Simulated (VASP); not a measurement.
Set up this calculation in VASP 6.6.1, as the native input.

| Item | Value |
| --- | --- |
| Task | single point |
| Functional | LDA |
| Potentials or basis | VASP PAW LDA potentials, release 64 (Ni, O) |
| Cutoff | 520 eV |
| k mesh | 7 × 7 × 7 |
| Occupations | gaussian, width 0.05 eV |
| Spin | collinear spin, zero start |
| Starting moments | [0.0, 0.0] μB |
| Hubbard terms | Ni d U = 6 eV |
| Further INCAR settings | ALGO = Normal; EDIFF = 1e-06 |

The structure of NiO lies in POSCAR:

```
NiO
1.0
    0.0000000000      2.2835484600      2.2835484600
    2.2835484600      0.0000000000      2.2835484600
    2.2835484600      2.2835484600      0.0000000000
Ni O
1 1
Direct
    0.0000000000      0.0000000000      0.0000000000
    0.2500000000      0.2500000000      0.2500000000
```

Measurements of this composition are mostly on another form, of space group No. 225.

These files were run (other wordings do the same):

INCAR

```
ALGO = Normal
EDIFF = 1E-6
ENCUT = 520
GGA = CA
ISIF = 2
ISMEAR = 0
ISPIN = 2
LASPH = T
LCHARG = F
LDAU = T
LDAUJ = 0 0
LDAUL = 2 -1
LDAUPRINT = 1
LDAUTYPE = 2
LDAUU = 6 0
LMAXMIX = 4
LORBIT = 11
LREAL = F
LWAVE = F
MAGMOM = 0 0
NELM = 100
PREC = Accurate
SIGMA = 0.05
```

KPOINTS

```
k-points
0
Gamma
  7 7 7
```

Potentials or basis: VASP PAW LDA potentials, release 64 (Ni, O).

Run with:

```bash
$ cat potpaw_LDA.64/Ni/POTCAR potpaw_LDA.64/O/POTCAR > POTCAR
$ mpirun -np 1 vasp_std > vasp.out
```

Results of the run:

| Property | Result |
| --- | --- |
| Pressure | -30.4 GPa |
| Band gap on the k mesh | none (metal or under the smearing width) |
| Net moment | 0.00 μB per cell |
| Valence electrons inside the program's atomic spheres | Ni 9.25; O 4.84 |

Caveat: a pressure of tens of GPa on the cell as given is suspect, and the run, the potentials or the cell itself is likely at fault.

Wall time 4.8 s on 1 thread of Intel(R) Xeon(R) 6975P-C (Granite Rapids), on a shared host, peak memory 0.13 GiB.
